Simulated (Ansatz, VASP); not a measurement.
**HfO2 in VASP and in Ansatz**

```
CELL_PARAMETERS angstrom
0.00000 2.61253 2.67625
2.61253 0.00000 2.67625
2.61253 2.61253 0.00000
ATOMIC_POSITIONS crystal
Hf 0.00000 0.00000 0.00000
O 0.25000 0.25000 0.25000
O 0.75000 0.75000 0.75000
```

Change from the starting cell: strain +0.025 along x and y, +0.050 along z, atoms carried along.

Alike in both runs: task single point; functional PBE; k mesh 8 × 8 × 8; occupations gaussian, width 0.05 eV; no spin polarisation.

|  | VASP | Ansatz |
| --- | --- | --- |
| version | VASP 6.6.1 | Ansatz 0.2.0 |
| potentials or method | VASP PAW PBE potentials, release 64 (Hf_pv, O) | scalar-relativistic, plane waves, PAW |
| plane-wave cutoff (eV) | 520 | 420 |
| valence electrons in the cell | 22 | 38 |

|  | VASP | Ansatz | Ansatz less VASP |
| --- | --- | --- | --- |
| gap on the k mesh at the Fermi level (eV) | 3.36 | 3.39 | +0.027 |
| least direct gap on the mesh (eV) | 3.38 | 3.39 | +0.013 |
| pressure (GPa) | -22.4 | -19.6 | +2.74 |
| largest component of the traceless stress (GPa) | 6.50 | 6.42 | -0.084 |

The two sets of potentials don't hold the same shells in valence.

Caveats: so large a pressure means that the cell lies far from this level's equilibrium, or that cutoff or potentials fall short (VASP); spin-orbit coupling is left out, which moves the levels of the heavy elements. A k mesh can miss the band edges.
